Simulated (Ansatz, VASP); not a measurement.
**One calculation of Pb, two programs**

Contents of INCAR:

```
PREC = Accurate
ENCUT = 520
EDIFF = 1E-6
ISMEAR = -1
SIGMA = 0.05
LREAL = False
LASPH = True
NELM = 60
ALGO = Fast
ISIF = 2
LWAVE = False
LCHARG = False
GGA = RP
NBANDS = 21
```

The input KPOINTS:

```
regular mesh
0
Gamma
  7 7 7
```

POSCAR

```
Pb
1.0
    0.0000000000      3.4390000555      3.4390000555
    3.4390000555      0.0000000000      3.4390000555
    3.4390000555      3.4390000555      0.0000000000
Pb
2
Direct
    0.2500000000      0.2500000000      0.2500000000
    0.0000000000      0.0000000000      0.0000000000
```

File input.yaml:

```yaml
crystal:
  lattice:
    - [0.0, 3.4390000555, 3.4390000555]
    - [3.4390000555, 0.0, 3.4390000555]
    - [3.4390000555, 3.4390000555, 0.0]
  atoms:
    - { symbol: Pb, position: [0.25, 0.25, 0.25] }
    - { symbol: Pb, position: [0.0, 0.0, 0.0] }
kpoints:
  mp_grid: { grid: [7, 7, 7] }
  band_path:
    path:
      - [0.0, 0.0, 0.0]
      - [0.5, 0.0, 0.5]
      - [0.5, 0.25, 0.75]
      - [0.375, 0.375, 0.75]
      - [0.0, 0.0, 0.0]
      - [0.5, 0.5, 0.5]
      - [0.625, 0.25, 0.625]
      - [0.5, 0.25, 0.75]
    npoints: 10
scf:
  occupations: { method: fermi_dirac, width: 0.05 }
hamiltonian:
  xc: rpbe
  pseudopotentials: { kind: all_electron, lapw: { basis_error: 0.001 } }
output:
  forces: true
  stress: true
  eigenvalues: true
```

Alike in both runs: functional RPBE; k mesh 7 × 7 × 7; occupations fermi-dirac, width 0.05 eV; no spin polarisation.

|  | VASP | Ansatz |
| --- | --- | --- |
| version | VASP 6.6.1 | Ansatz 0.2.0 |
| potentials or method | VASP PAW PBE potentials, release 64 (Pb_d) | all-electron LAPW, scalar-relativistic |
| plane-wave cutoff (eV) | 520 | see its input |
| task | single point | band structure |

Ansatz gave:

* gap on the k mesh at the Fermi level (eV): none
* pressure (GPa): 3.6

Estimate VASP's values.

gap on the k mesh at the Fermi level (eV): none; pressure (GPa): 3.5.

A gap of «none» marks a metal or a gap that the smearing closes. Ansatz ran all-electron here, so the differences hold the error of VASP's frozen core and of both bases.

Caveats: the PAW data sets were made with another functional, which shifts forces and pressure a little (VASP); spin-orbit coupling is left out, which moves the levels of the heavy elements (Ansatz). Spin-orbit coupling is left out, which matters for the levels of Pb.
